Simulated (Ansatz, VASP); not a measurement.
## One calculation of NaCl, two programs

INCAR

```
SYSTEM = NaCl
ALGO = Normal ; EDIFF = 1E-6
ENCUT = 520 ; GGA = CA
ISIF = 2 ; ISMEAR = 0
LASPH = .TRUE. ; LCHARG = .FALSE.
LREAL = .FALSE. ; LWAVE = .FALSE.
NBANDS = 14 ; NELM = 80
PREC = Accurate ; SIGMA = 0.05
```

File KPOINTS:

```
k-points
0
G
  6 6 6
  0 0 0
```

Contents of POSCAR:

```
NaCl
1.0
    3.6422776000      0.0000000000      0.0000000000
    0.0000000000      3.6422776000      0.0000000000
    0.0000000000      0.0000000000      3.3621024000
Na Cl
1 1
Direct
    0.0000000000      0.0000000000      0.0000000000
    0.5000000000      0.5000000000      0.5000000000
```

Input for Ansatz:

```yaml
crystal:
  lattice:
    - [3.6422776, 0.0, 0.0]
    - [0.0, 3.6422776, 0.0]
    - [0.0, 0.0, 3.3621024]
  atoms:
    - { symbol: Na, position: [0.0, 0.0, 0.0] }
    - { symbol: Cl, position: [0.5, 0.5, 0.5] }
basis:
  ecutwfc: 420
kpoints:
  mp_grid: { grid: [6, 6, 6] }
hamiltonian:
  xc: lda
scf:
  occupations: { method: gaussian, width: 0.05 }
output:
  forces: true
  stress: true
  eigenvalues: true
```

Change from the starting cell: strain +0.040 along x and y, -0.040 along z, atoms carried along.

Alike in both runs: task single point; functional LDA; k mesh 6 × 6 × 6; occupations gaussian, width 0.05 eV; no spin polarisation.

```csv
,VASP,Ansatz
version,VASP 6.6.1,Ansatz 0.2.0
potentials or method,"VASP PAW LDA potentials, release 64 (Na_pv, Cl)","scalar-relativistic, plane waves, PAW"
plane-wave cutoff (eV),520,420
valence electrons in the cell,14,16
```

VASP gave:

* gap on the k mesh at the Fermi level (eV): 3.07
* least direct gap on the mesh (eV): 3.43
* pressure (GPa): -3.6
* largest component of the traceless stress (GPa): 3.72

Task: Which values does Ansatz return?

Result: gap on the k mesh at the Fermi level (eV): 3.07; least direct gap on the mesh (eV): 3.42; pressure (GPa): -3.6; largest component of the traceless stress (GPa): 3.72.

The two sets of potentials don't hold the same shells in valence.

A k mesh can miss the band edges.
